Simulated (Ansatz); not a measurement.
**SnO2: the gap against volume**

SnO2, P4_2/mnm, a = 4.760 Å, c = 3.201 Å. Ansatz: r2SCAN, PAW, 500 eV, Γ-centred 6×6×8 mesh on 6 atoms, Gaussian smearing 0.02 eV; no spin polarisation. Shape and atoms are relaxed at each volume; x = ln(V/V0) with V0 = 12.086 Å³/atom. The gap is read at the mesh points alone.

| x | gap y (eV) |
| --- | --- |
| -0.1278 | 3.327 |
| -0.0943 | 2.890 |
| -0.0619 | 2.484 |
| -0.0305 | 2.110 |
| 0.0000 | 1.768 |
| 0.0296 | 1.460 |
| 0.0583 | 1.189 |
| 0.0953 | ? |

Problem. Fit a straight line to the other rows, give the volume deformation potential of the gap and its pressure coefficient, and predict the missing gap. B0 = 201.1 GPa.

Solution. Means x = -0.03237, y = 2.1754; Σ(Δx)² = 0.02693, ΣΔxΔy = -0.3103; the slope is their ratio. y = 1.8023 − 11.525 x. The slope is the deformation potential a = dE_g/d ln V = -11.53 eV, and dE_g/dP = −a/B0 = 57.3 meV/GPa. With a term in x² added, the coefficient of x becomes -10.74, 7 % less, which shows how far this figure hangs on the form. At x = 0.0953 the fit asked for gives 0.704 eV. The run gave 0.893 eV, so the fit is 0.189 eV too low, 7.8 % of the span of the series, against an rms of 0.038 eV on the fitted rows. The row lies outside the fitted range. With a term in x² added, a fit to the same known rows predicts 0.852 eV, so most of the miss is curvature that the known rows already hold.

Semilocal functionals give gaps under the measured ones; changes of the gap mostly carry over better.